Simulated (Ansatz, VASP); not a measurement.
BN in VASP and in Ansatz

The input INCAR:

```
SYSTEM = BN
PREC     = Accurate       ! precision mode
ENCUT    = 520            ! plane-wave cutoff, eV
EDIFF    = 1E-6           ! SCF threshold, eV
ISMEAR   = 0              ! smearing method
SIGMA    = 0.05           ! smearing width, eV
LREAL    = .FALSE.        ! projectors in reciprocal space
LASPH    = .TRUE.         ! aspherical terms in the spheres
NELM     = 80             ! most SCF steps
ALGO     = Normal         ! electronic algorithm
ISIF     = 2              ! what is computed and relaxed
LWAVE    = .FALSE.        ! write WAVECAR
LCHARG   = .TRUE.         ! write CHGCAR
GGA      = PE             ! functional
LELF     = .TRUE.         ! ELF
LVHAR    = .TRUE.       
NBANDS   = 11             ! bands
```

Contents of KPOINTS:

```
Automatic mesh
0
G
  12 12 12
  0 0 0
```

Contents of POSCAR:

```
BN
1.0
   -0.2718590671      1.8441106719      1.8123937807
    1.8123937807     -0.2718590671      1.8123937807
    1.5405347136      1.5722516048      0.0000000000
B N
1 1
Direct
    0.0000000000      0.0000000000      0.0000000000
    0.7500000000      0.7500000000      0.7500000000
```

Input for Ansatz:

```yaml
crystal:
  lattice:
    - [-0.2718590671, 1.8441106719, 1.8123937807]
    - [1.8123937807, -0.2718590671, 1.8123937807]
    - [1.5405347136, 1.5722516048, 0.0]
  atoms:
    - { symbol: B, position: [0.0, 0.0, 0.0] }
    - { symbol: "N", position: [0.75, 0.75, 0.75] }
basis:
  ecutwfc: 520.0
kpoints:
  mp_grid: { grid: [12, 12, 12] }
hamiltonian:
  xc: pbe
scf:
  occupations: { method: gaussian, width: 0.05 }
output:
  forces: true
  stress: true
  eigenvalues: true
  write_density: true
  write_potential: true
  elf: true
  volumetric_format: npy
```

Change from the starting cell: engineering shear strain xz -0.3000, normal strain along z +0.0175.

Alike in both runs: task single point; functional PBE; k mesh 12 × 12 × 12; occupations gaussian, width 0.05 eV; no spin polarisation.

```csv
,VASP,Ansatz
version,VASP 6.6.1,Ansatz 0.2.0
potentials or method,"VASP PAW PBE potentials, release 64 (B, N)","scalar-relativistic, plane waves, PAW"
plane-wave cutoff (eV),520,520
valence electrons in the cell,8,8
```

|  | VASP | Ansatz | Ansatz less VASP |
| --- | --- | --- | --- |
| gap on the k mesh at the Fermi level (eV) | 0.65 | 0.65 | +0.008 |
| least direct gap on the mesh (eV) | 2.83 | 2.83 | -0.004 |
| pressure (GPa) | 34.8 | 34.5 | -0.33 |
| largest component of the traceless stress (GPa) | 137.98 | 137.35 | -0.629 |
| rms of the force components (eV/Å) | 0.401 | 0.380 | -0.0212 |

Atom by atom the forces differ by 0.021 eV/Å (rms over components).

Caveats: so large a pressure means that the cell lies far from this level's equilibrium, or that cutoff or potentials fall short (VASP). A k mesh can miss the band edges.
